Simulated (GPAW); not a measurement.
# A GW chain in GPAW: AgCl (Chlorargyrite)

Wanted: ground state, empty states, screening and self-energy for AgCl (Chlorargyrite).

Calculated with GPAW 26.7.0; LDA and many-body steps on it, plane waves.

The database entry behind the starting cell differs from later determinations by our own check (an axis about 1.4 % short against later determinations), so it need not match the best structure at ambient conditions.

## Step 1: Starting point

It takes space group Fm-3m (No. 225, cubic). Conventional cell: a = 5.470 Å, b = 5.470 Å, c = 5.470 Å, α = 90.00°, β = 90.00°, γ = 90.00°. Nearest to Ag lie 6 Cl at 2.74 Å. Cl has 6 Ag at 2.74 Å nearest. Farther neighbours and most contacts between anions are not listed.

The cell and positions come from the Crystallography Open Database and are kept as given unless a step says otherwise.

## Step 2: Ground state

This step: GPAW 26.7.0; DFT, LDA, plane waves, PAW.

The ground-state density comes first.

run.py

```python
import json
import numpy as np
from gpaw.mpi import world
from ase import Atoms
from gpaw import GPAW, PW, FermiDirac

atoms = Atoms(['Ag', 'Cl'],
    cell=[[0.0000000000, 2.7350000000, 2.7350000000],
      [2.7350000000, 0.0000000000, 2.7350000000],
      [2.7350000000, 2.7350000000, 0.0000000000]],
    scaled_positions=[[0.0000000000, 0.0000000000, 0.0000000000],
      [0.5000000000, 0.5000000000, 0.5000000000]],
    pbc=(True, True, True))
calc = GPAW(mode=PW(450),
    xc='LDA',
    kpts={'size': (8, 8, 8), 'gamma': True},
    occupations=FermiDirac(0.001),
    nbands=-7,
    convergence={'density': 1e-6, 'bands': -3},
    maxiter=100,
    txt='gs.txt')
atoms.calc = calc
res = {'energy': atoms.get_potential_energy()}
kpts = calc.get_ibz_k_points()
res['kpts'] = kpts
res['eigenvalues'] = [calc.get_eigenvalues(kpt=k) for k in range(len(kpts))]
res['n_electrons'] = calc.get_number_of_electrons()
calc.write('gs.gpw')

if world.rank == 0:
    with open('result.json', 'w') as f:
        json.dump(res, f, default=lambda x: x.tolist())
```

Command:

```bash
> mpirun -n 4 gpaw python run.py
```

Numbers of over 12 decimals in the logs are rounded to 6 here.

Log:

```text
__  _  _
 | _ |_)|_||  |
 |__||  | ||/\| - 26.7.0

Input parameters:
  mode=PW(ecut=450.000000),
  convergence={'density': 1e-06, 'bands': -3},
  kpts=MonkhorstPack(size=(8, 8, 8), gamma=True),
  maxiter=100,
  nbands=-7,
  occupations=Occupations(name='fermi-dirac', width=0.001, fixmagmom=False),
  xc=XC(name='LDA')
  [... matrices ...]
Diagonalizing LCAO Hamiltonian
Converting LCAO to pw mode

                Cl

       Ag

Atoms  # Å, Bohr magnetons
|   | symbol |        x |        y |        z |    initial magnetic moments |
| 0 |     Ag | 0.000000 | 0.000000 | 0.000000 | ( 0.0000,  0.0000,  0.0000) |
| 1 |     Cl | 2.735000 | 2.735000 | 2.735000 | ( 0.0000,  0.0000,  0.0000) |

Unit cell  # Å
| periodic |        x |        y |        z |  lengths |    angles |
|      yes | 0.000000 | 2.735000 | 2.735000 | 3.867874 | 60.000000 |
|      yes | 2.735000 | 0.000000 | 2.735000 | 3.867874 | 60.000000 |
|      yes | 2.735000 | 2.735000 | 0.000000 | 3.867874 | 60.000000 |

Number of symmetries: 48
Symmetry operations  # r_c * U_cc + t_c -> r_c
|    | kind |            matrix            |
|  0 |  σ   |  1, 0, 0,  1, 0,-1,  1,-1, 0 |
|  1 |  C2  |  1, 0, 0,  1,-1, 0,  1, 0,-1 |
|  2 |  E   |  1, 0, 0,  0, 1, 0,  0, 0, 1 |
|  3 |  σ   |  1, 0, 0,  0, 0, 1,  0, 1, 0 |
|  4 |  C4  |  1, 0,-1,  1, 0, 0,  1,-1, 0 |
|  5 |  S6  |  1, 0,-1,  1,-1, 0,  1, 0, 0 |
|  6 |  σ   |  1, 0,-1,  0, 1,-1,  0, 0,-1 |
|  7 |  C3  |  1, 0,-1,  0, 0,-1,  0, 1,-1 |
|  8 |  S6  |  1,-1, 0,  1, 0, 0,  1, 0,-1 |
|  9 |  C4  |  1,-1, 0,  1, 0,-1,  1, 0, 0 |
| 10 |  C3  |  1,-1, 0,  0,-1, 1,  0,-1, 0 |
| 11 |  σ   |  1,-1, 0,  0,-1, 0,  0,-1, 1 |
| 12 |  σ   |  0, 1, 0,  1, 0, 0,  0, 0, 1 |
| 13 |  C4  |  0, 1, 0,  0, 1,-1, -1, 1, 0 |
| 14 |  C3  |  0, 1, 0,  0, 0, 1,  1, 0, 0 |
| 15 |  S6  |  0, 1, 0, -1, 1, 0,  0, 1,-1 |
| 16 |  C2  |  0, 1,-1,  1, 0,-1,  0, 0,-1 |
| 17 |  σ   |  0, 1,-1,  0, 1, 0, -1, 1, 0 |
| 18 |  S4  |  0, 1,-1,  0, 0,-1,  1, 0,-1 |
| 19 |  C4  |  0, 1,-1, -1, 1, 0,  0, 1, 0 |
| 20 |  C3  |  0, 0, 1,  1, 0, 0,  0, 1, 0 |
| 21 |  σ   |  0, 0, 1,  0, 1, 0,  1, 0, 0 |
| 22 |  S6  |  0, 0, 1,  0,-1, 1, -1, 0, 1 |
| 23 |  C4  |  0, 0, 1, -1, 0, 1,  0,-1, 1 |
| 24 |  S4  |  0, 0,-1,  1, 0,-1,  0, 1,-1 |
| 25 |  C3  |  0, 0,-1,  0, 1,-1,  1, 0,-1 |
| 26 |  C2  |  0, 0,-1,  0,-1, 0, -1, 0, 0 |
| 27 |  S6  |  0, 0,-1, -1, 0, 0,  0,-1, 0 |
| 28 |  S4  |  0,-1, 1,  1,-1, 0,  0,-1, 0 |
| 29 |  C4  |  0,-1, 1,  0, 0, 1, -1, 0, 1 |
| 30 |  C2  |  0,-1, 1,  0,-1, 0,  1,-1, 0 |
| 31 |  σ   |  0,-1, 1, -1, 0, 1,  0, 0, 1 |
| 32 |  C3  |  0,-1, 0,  1,-1, 0,  0,-1, 1 |
| 33 |  S6  |  0,-1, 0,  0, 0,-1, -1, 0, 0 |
| 34 |  S4  |  0,-1, 0,  0,-1, 1,  1,-1, 0 |
| 35 |  C2  |  0,-1, 0, -1, 0, 0,  0, 0,-1 |
| 36 |  C2  | -1, 1, 0,  0, 1, 0,  0, 1,-1 |
| 37 |  S6  | -1, 1, 0,  0, 1,-1,  0, 1, 0 |
| 38 |  S4  | -1, 1, 0, -1, 0, 1, -1, 0, 0 |
| 39 |  C3  | -1, 1, 0, -1, 0, 0, -1, 0, 1 |
| 40 |  S6  | -1, 0, 1,  0, 0, 1,  0,-1, 1 |
| 41 |  C2  | -1, 0, 1,  0,-1, 1,  0, 0, 1 |
| 42 |  C3  | -1, 0, 1, -1, 1, 0, -1, 0, 0 |
| 43 |  S4  | -1, 0, 1, -1, 0, 0, -1, 1, 0 |
| 44 |  C2  | -1, 0, 0,  0, 0,-1,  0,-1, 0 |
| 45 |  i   | -1, 0, 0,  0,-1, 0,  0, 0,-1 |
| 46 |  σ   | -1, 0, 0, -1, 1, 0, -1, 0, 1 |
| 47 |  C2  | -1, 0, 0, -1, 0, 1, -1, 1, 0 |

BZ-sampling:
  Number of BZ points: 512
  Number of IBZ points: 29

  Monkhorst-Pack size: [8, 8, 8]
  Monkhorst-Pack shift: [0.0625, 0.0625, 0.0625]

K-points  # in reciprocal-cell coordinates
|     |                                coordinates |     weight |
|   0 | (  0.00000000,   0.00000000,   0.00000000) | 0.00195312 |
|   1 | (  0.12500000,   0.12500000,   0.00000000) | 0.01171875 |
|   2 | (  0.12500000,   0.12500000,   0.12500000) | 0.01562500 |
|   3 | (  0.25000000,   0.12500000,   0.12500000) | 0.02343750 |
|   4 | (  0.25000000,   0.25000000,   0.00000000) | 0.01171875 |
|   5 | (  0.25000000,   0.25000000,   0.12500000) | 0.04687500 |
|   6 | (  0.25000000,   0.25000000,   0.25000000) | 0.01562500 |
|   7 | (  0.37500000,   0.25000000,  -0.37500000) | 0.04687500 |
|   8 | (  0.37500000,   0.25000000,   0.12500000) | 0.04687500 |
|   9 | (  0.37500000,   0.25000000,   0.25000000) | 0.04687500 |
| ... |                                            |            |
|  28 | (  0.50000000,   0.50000000,   0.50000000) | 0.00781250 |

Plane wave coefficients: 905
Cutoff: 450.000000 eV

Spin-components: 1 (collinear spins)
Bands:           19
Projectors:      11
Spin-degeneracy: 2
Datatype:        complex128

  Storage: CPU
  Wave functions: 7_872_688 bytes (1_968_172 per core)
  Projectors: 9_115_744 bytes (2_278_936 per core)
  [... matrices ...]
Parallelization:
  kpt:    4
  domain: 1
  band:   1

Density:
  Valence electrons: 24.0
  Components: 1
  Grid points: [20 20 20]
  Charge: 0.0  # |e|

Potential:
  Grid points: [20 20 20]

species:
  Ag:
    name:    Silver
    Z:       47.0
    valence: 17
    core:    30
    charge:  0.0  # [|e|]
    compensation charges:
      type: gauss
      rc: 0.40  # [Å]
      lmax: 2
    cutoffs:
      filter: 2.35  # [Å]
      core: 2.19  # [Å]
    projectors
    | kind |    occ | energy [eV] | rcut [Å] |
    |   5s |  1.000 |      -4.708 |    1.286 |
    |   4p |  6.000 |     -58.678 |    1.328 |
    |   5p |  0.000 |      -0.844 |    1.328 |
    |   4d | 10.000 |      -7.664 |    1.180 |
    |    s |        |      22.503 |    1.286 |
    |    d |        |      19.547 |    1.180 |

    Using partial waves for Ag as LCAO basis

  Cl:
    name:    Chlorine
    Z:       17.0
    valence: 7
    core:    10
    charge:  0.0  # [|e|]
    compensation charges:
      type: gauss
      rc: 0.25  # [Å]
      lmax: 2
    cutoffs:
      filter: 1.40  # [Å]
      core: 1.49  # [Å]
    projectors
    | kind |    occ | energy [eV] | rcut [Å] |
    |   3s |  2.000 |     -20.688 |    0.794 |
    |   3p |  5.000 |      -8.701 |    0.794 |
    |    s |        |       6.523 |    0.794 |
    |    p |        |      18.511 |    0.794 |
    |    d |        |       0.000 |    0.794 |

    Using partial waves for Cl as LCAO basis

Reference energy: -156983.661887  # eV

eigensolver:
  PPCG
  Converge bands: -3
  niter=2

density mixing:
  MSR1-Mixer
  Pratt-step length: 0.05
  Maximum mixing coefficient: 0.75
  Old densities: 10
  SVD Regularization: 0.005
  Good broyden scale: 1.0
  Trust region scale: 1.0
  Backstep threshold: 4.0
  History deletion threshold: 6.0
  Fourier metric: weight=20.0, sigma=0.015

occupation numbers:
  Fermi-Dirac:
    width: 0.0010  # eV

poisson solver:
  ecut: 3600.000000  # eV

xc functional:
  name: None

Initialization done in: 1.276 s

convergence criteria:
- Maximum integral of absolute [dens]ity change: 1e-06 electrons / valence electron
- Maximum [total energy] change in last 3 cyles: 0.0005 eV / valence electron
- Maximum integral of absolute [eigenst]ate change: 4e-08 eV^2 / valence electron
maximum number of iterations: 100

SCF iterations
|iter     |     time |      energy | eigst |  dens |
|iter:   1|  |   -6.980361 | +0.89 |       |
|iter:   2|  |   -6.956056 | -0.78 | -1.58 |
|iter:   3|  |   -6.851322 | -1.88 | -1.62 |
|iter:   4|  |   -6.847843 | -3.73 | -2.05 |
|iter:   5|  |   -6.847008c| -4.03 | -2.49 |
|iter:   6|  |   -6.847003c| -5.62 | -3.17 |
|iter:   7|  |   -6.847004c| -7.11 | -3.85 |
|iter:   8|  |   -6.847004c| -7.64c| -4.70 |
|iter:   9|  |   -6.847004c| -8.32c| -5.79 |
|iter:  10|  |   -6.847004c| -8.80c| -6.26c|

Converged in 10 steps
SCF loop duration: 1.949 s (0.195 s/step)
Energy contributions relative to reference atoms: (reference = -156983.661887)
  [... matrices ...]
Energy contributions:
  Kinetic:           6.899207
  Coulomb:          -6.702787
  Zero:              0.004574
  External:          0.000000
  Xc:               -7.047998
  Entropy:          -0.000000
  Spinorbit:         0.000000
  ----------------------------
  Free energy:      -6.847004
  Extrapolated:     -6.847004

dipole moment: (-16.810550, -16.810550, -16.810550)  # |e|*Ang

Fermi level: 4.674
Eigenvalues  # (at kpt = [0.000, 0.000, 0.000])
| band index |      eig [eV] | occ [0-2] |
|          0 |       -49.065 |     2.000 |
|        ... |               |           |
|          4 |         1.583 |     2.000 |
|          5 |         1.583 |     2.000 |
|          6 |         1.583 |     2.000 |
|          7 |         1.624 |     2.000 |
|          8 |         1.624 |     2.000 |
|          9 |         1.781 |     2.000 |
|         10 |         1.781 |     2.000 |
|         11 |         1.781 |     2.000 |
|         12 |         4.879 |     0.000 |
|         13 |        14.830 |     0.000 |
|         14 |        14.830 |     0.000 |
|         15 |        14.830 |     0.000 |
|         16 |        16.287 |     0.000 |
|         17 |        17.557 |     0.000 |
|         18 |        17.557 |     0.000 |

Gap: 0.597 eV
Transition (v -> c):
  (s=0, k=28, n=11, [0.50, 0.50, 0.50]) -> (s=0, k=0, n=12, [0.00, 0.00, 0.00])
Direct/indirect transitions are different
Direct gap: 3.084 eV
Transition at: (s=0, k=2, n=11, [0.12, 0.12, 0.12])
# Writing to gs.gpw (mode='')
  [... matrices ...]
```

It took 5 s on 4 MPI ranks of Arm Neoverse V1, shared host; peak memory 0.61 GiB.

Numbers from this step:

```yaml
total_energy: -6.847 eV
gap: 0.5973 eV
k_of_the_valence_top: 0.5, 0.5, 0.5
k_of_the_conduction_bottom: 0, 0, 0
least_direct_gap: 3.084 eV
```

The gap is indirect, with the least direct gap 2.49 eV higher.

## Step 3: Empty states on the mesh, 4×4×4 mesh, 377 bands

The sums over transitions need many empty states on a uniform mesh; this step solves for them.

run.py

```python
import json
import numpy as np
from gpaw.mpi import world
from gpaw import GPAW

calc = GPAW('gs.gpw').fixed_density(kpts={'size': (4, 4, 4), 'gamma': True},
    parallel={'domain': 1, 'band': 1},
    txt='nscf.txt')
calc.diagonalize_full_hamiltonian(nbands=377)
calc.write('full.gpw', mode='all')
res = {}
kpts = calc.get_ibz_k_points()
res['kpts'] = kpts
res['eigenvalues'] = [calc.get_eigenvalues(kpt=k) for k in range(len(kpts))]
res['n_electrons'] = calc.get_number_of_electrons()

if world.rank == 0:
    with open('result.json', 'w') as f:
        json.dump(res, f, default=lambda x: x.tolist())
```

Command:

```bash
> mpirun -n 4 gpaw python run.py
```

Log:

```text
Diagonalizing LCAO Hamiltonian
Converting LCAO to pw mode
convergence criteria:
- Maximum integral of absolute [eigenst]ate change: 4e-08 eV^2 / valence electron
maximum number of iterations: 100

SCF iterations
|iter     |     time |      energy | eigst |  dens |
|iter:   1|  |             | +0.94 |       |
|iter:   2|  |             | -0.61 |       |
|iter:   3|  |             | -2.00 |       |
|iter:   4|  |             | -3.56 |       |
|iter:   5|  |             | -5.09 |       |
|iter:   6|  |             | -6.42 |       |
|iter:   7|  |             | -7.63c|       |
SCF steps: 7
  __  _  _
 | _ |_)|_||  |
 |__||  | ||/\| - 26.7.0

Input parameters:
  mode=PW(ecut=450.000000),
  convergence={'density': 1e-06, 'bands': -3},
  gpts=array([20, 20, 20]),
  kpts=MonkhorstPack(size=(4, 4, 4), gamma=True),
  maxiter=100,
  nbands=19,
  occupations=Occupations(name='fermi-dirac', width=0.001, fixmagmom=False),
  parallel={'domain': 1, 'band': 1},
  xc=XC(name='LDA')
Matrix size: 893x893
# Writing to full.gpw (mode='all')
  [... matrices ...]

timing:  # [seconds]
  Total: 2.100  # ━━━━━━━━━━━━━━━━━━━━━━━━━━━━━━━━━━━━━━━━━━━━━━━━━━━━━━━━━━━
```

Wall time 5.7 s (4 MPI ranks); peak memory 0.83 GiB.

Numbers from this step:

```
gap                                                           : 0.5973 eV
k of the valence top                                          : 0.5, 0.5, 0.5
k of the conduction bottom                                    : 0, 0, 0
least direct gap                                              : 3.099 eV
k points computed                                             : 8
lowest point of the top converged band, above the valence top : 240.1293 eV
```

On this mesh the gap is 0.597 eV.

## Step 4: Screening and self-energy, 4×4×4 mesh, 170 bands, screening to 150 eV

Now the one-shot GW correction: screening in the RPA, then the self-energy of the levels asked for.

This step: G0W0 on LDA, plane waves, PAW.

run.py

```python
import json
import numpy as np
from gpaw.mpi import world
from gpaw.response.g0w0 import G0W0

gw = G0W0('full.gpw',
    filename='gw',
    kpts=[0, 7],
    bands=(10, 14),
    ecut=150,
    nbands=170,
    integrate_gamma='WS',
    ppa=True)
gw.calculate()
res = {mode: {k: v for k, v in r.items() if k != 'sigma_eskwn'}
       for mode, r in gw.all_results.items()}

if world.rank == 0:
    with open('result.json', 'w') as f:
        json.dump(res, f, default=lambda x: x.tolist())
```

Command:

```bash
> mpirun -n 4 gpaw python run.py
```

Log:

```text
Using integrator: PointIntegrator
FrequencyGridDescriptor(from 0.000+0.000j to 0.000+27.211j eV, 2 points)
Nonperiodic BCs:  [False False False]
Using integrator: PointIntegrator
FrequencyGridDescriptor(from 0.000+0.000j to 0.000+27.211j eV, 2 points)
Nonperiodic BCs:  [False False False]
  ___  _ _ _
 |   || | | |
 | | || | | |
 |__ ||_____|
 |___|

BZ k-points: Symmetries present (total): 48

  [... matrices ...]
64 k-points: 4 x 4 x 4 Monkhorst-Pack grid + [1/8,1/8,1/8]
8 k-points in the irreducible part of the Brillouin zone
       k-points in crystal coordinates                weights
   0:     0.00000000    0.00000000    0.00000000          1/64
   1:     0.25000000    0.25000000    0.00000000          6/64
   2:     0.25000000    0.25000000    0.25000000          8/64
   3:     0.50000000    0.25000000   -0.25000000          6/64
   4:     0.50000000    0.25000000    0.25000000         12/64
   5:     0.50000000    0.50000000    0.00000000          3/64
   6:     0.50000000    0.50000000    0.25000000         24/64
   7:     0.50000000    0.50000000    0.50000000          4/64

Distributing spins, k-points and bands (1 x 2 x 4) over 4 processes
Number of blocks: 1

Quasi particle states:
k-points (IBZ indices): [0, 7]
Band range: (10, 14)
  [... matrices ...]
Computational parameters:
Plane wave cut-off: 150 eV
Number of bands: 170
Coulomb cutoff: None
Broadening: 0.1 eV

fxc modes: GW
Kernel: RPA
Using Godby-Needs plasmon-pole approximation:
  Fitting energy: i*E0, E0 = 1.000 Hartree
Summing all q:

Calculating screened Coulomb potential
No Coulomb truncation
FrequencyGridDescriptor(from 0.000+0.000j to 0.000+27.211j eV, 2 points)
Removing empty qpoint cache files...

Calculating chi0 body with:
    Ground state adapter containing:
    Number of spins: 1
    Number of kpoints: 64
    Number of irreducible kpoints: 8
    Number of completely occupied states: 12
    Number of partially occupied states: 12
    Occupied states memory: 1.46484375 M / cpu

    Linear response parametrization:
    q_c: [0.0, 0.0, 0.0]
    Number of frequency points: 2
    Planewave cutoff: 150.0
    Number of bands: 170
    Number of planewaves: 169
    Broadening (eta): 1e-06
    comm.size: 4
    kncomm.size: 4
    blockcomm.size: 1

    Memory estimate of potentially large arrays:
        chi0_wGG: 0.871613 M / cpu
Integrating chi0 body.

Symmetries of q_c:
    Direct symmetries (Uq -> q): 48
    Indirect symmetries (TUq -> q): 0
In total 48 allowed symmetries.

  [... matrices ...]
8 groups of equivalent kpoints. 87.5% reduction.

Integral kind: response function
Integrating chi0 head and wings.

Symmetries of q_c:
    Direct symmetries (Uq -> q): 48
    Indirect symmetries (TUq -> q): 0
In total 48 allowed symmetries.

  [... matrices ...]
8 groups of equivalent kpoints. 87.5% reduction.

Integral kind: response function wings

Calculating chi0 body with:
    Ground state adapter containing:
    Number of spins: 1
    Number of kpoints: 64
    Number of irreducible kpoints: 8
    Number of completely occupied states: 12
    Number of partially occupied states: 12
    Occupied states memory: 1.46484375 M / cpu

    Linear response parametrization:
[... the further q-points ...]

Results:
f:      Occupation numbers
eps:     KS-eigenvalues [eV]
vxc:     KS vxc [eV]
exx:     Exact exchange [eV]
sigma:   Self-energies [eV]
dsigma:  Self-energy derivatives
Z:       Renormalization factors
qp:      QP-energies [eV]

k-point 0 (0): (0.000, 0.000, 0.000)                GW
band       f     eps     vxc     exx   sigma  dsigma       Z      qp
                                                                   GW
  10   1.000   1.781 -17.116 -21.006   2.835  -0.286   0.778   0.960
  11   1.000   1.781 -17.116 -21.006   2.835  -0.286   0.778   0.960
  12   0.000   4.879 -13.418  -8.737  -3.810  -0.216   0.823   5.596
  13   0.000  14.830 -14.294  -8.463  -4.603  -0.233   0.811  15.826

k-point 1 (7): (0.500, 0.500, 0.500)                GW
band       f     eps     vxc     exx   sigma  dsigma       Z      qp
                                                                   GW
  10   1.000   4.282 -25.848 -30.400   3.901  -0.264   0.791   3.767
  11   1.000   4.282 -25.848 -30.400   3.901  -0.264   0.791   3.767
  12   0.000   8.097 -10.803  -6.059  -3.994  -0.206   0.829   8.719
  13   0.000  10.810 -16.968 -10.290  -5.148  -0.256   0.796  12.028
```

Run time: 33 s. Hardware: 4 MPI ranks; peak memory 1.2 GiB; 2.2 min of CPU time.

Numbers from this step:

* G0W0 gap on the points computed: 1.829 eV
* least direct G0W0 gap on the computed points: 4.636 eV
* Z at the valence top: 0.7912
* Z at the conduction bottom: 0.8226
* starting gap on the mesh: 0.5973 eV
* k of the valence top: 0.5, 0.5, 0.5
* k of the conduction bottom: 0, 0, 0

The gap on the mesh goes from 0.60 eV to 1.83 eV, a correction of +1.23 eV.

Limits: finite bands, cutoff and mesh; d shell near the gap, gap tends to lie low; no spin-orbit coupling; coarse k mesh. v1 is the top filled band, c1 the lowest empty one. The levels before and after the correction (eV, zero at the valence-band top of each column):

|  | conduction bottom | valence top |
| --- | --- | --- |
| Kohn-Sham | 0.60 | 0.00 |
| G0W0 | 1.83 | 0.00 |

|  | level | energy (eV) |
| --- | --- | --- |
| Kohn-Sham | Γ v2-v1 | -2.502 |
| Kohn-Sham | Γ c1 | 0.597 |
| Kohn-Sham | Γ c2 | 10.548 |
| Kohn-Sham | (0.5 0.5 0.5) v2-v1 | 0.000 |
| Kohn-Sham | (0.5 0.5 0.5) c1 | 3.815 |
| Kohn-Sham | (0.5 0.5 0.5) c2 | 6.528 |
| G0W0 | Γ v2-v1 | -2.807 |
| G0W0 | Γ c1 | 1.829 |
| G0W0 | Γ c2 | 12.059 |
| G0W0 | (0.5 0.5 0.5) v2-v1 | 0.000 |
| G0W0 | (0.5 0.5 0.5) c1 | 4.952 |
| G0W0 | (0.5 0.5 0.5) c2 | 8.261 |

## Step 5: Where the time went

Times are wall times on 4 MPI ranks of Arm Neoverse V1, shared host, good to a factor of about two.

| step | time | share | memory (GiB) |
| --- | --- | --- | --- |
| ground state | 5 s | 12 % | 0.61 |
| empty states on the mesh | 5.7 s | 13 % | 0.83 |
| screening and self-energy | 33 s | 75 % | 1.2 |

## Step 6: Outcome

```
LDA gap              : 0.60 eV, indirect
G0W0 gap on the mesh : 1.83 eV
GW settings          : 4×4×4 mesh, 170 bands, screening to 150 eV, Godby-Needs plasmon pole
known limits         : not at the basis limit; d shell near the gap, gap tends to lie low; no spin-orbit coupling; coarse k mesh
```

**Reading.** G0W0 moves the gap on the mesh from 0.60 eV to 1.83 eV (+1.23 eV), with Z of 0.79 and 0.82 at the edges. Only 2 of the mesh's irreducible points were corrected, so a valley elsewhere could overtake. The dearest step here is «screening and self-energy». Bands and cutoff are finite, so the gap is not at the basis limit. The miss can reach some tenths of an eV and take either sign; the mesh is an error of its own. These stock PAW sets were not made for GW. In the G0W0 run levels were corrected at 2 k points alone, so a gap called «on the mesh» is the least over those, and an edge elsewhere would be missed. The 4×4×4 mesh is coarse for this cell, which bears on the long-range parts of exchange and screening. A d shell, filled or nearly so, lies near the gap. One-shot GW converges very slowly in bands there, not always from below, and on a semilocal start the gap tends to come out low; starts rich in exact exchange can overshoot instead. The many-body steps are scalar-relativistic: spin-orbit coupling is not in them.

[Paths, hosts, dates, memory and timing lines, banners, echoed tables and standing remarks are left out of the program output.]

[Logs are printed without paths, hosts, clocks, repeated set-up lines and the standing remarks that a program may print on its own settings, such as how far it seeks lower states.]

[Runs of the session that timed out or met a known fault of the program may be left out.]

[Hosts, paths, dates, database ids (printed as entryN), source tags and the programs' standing remarks are cut or masked in the printed files.]
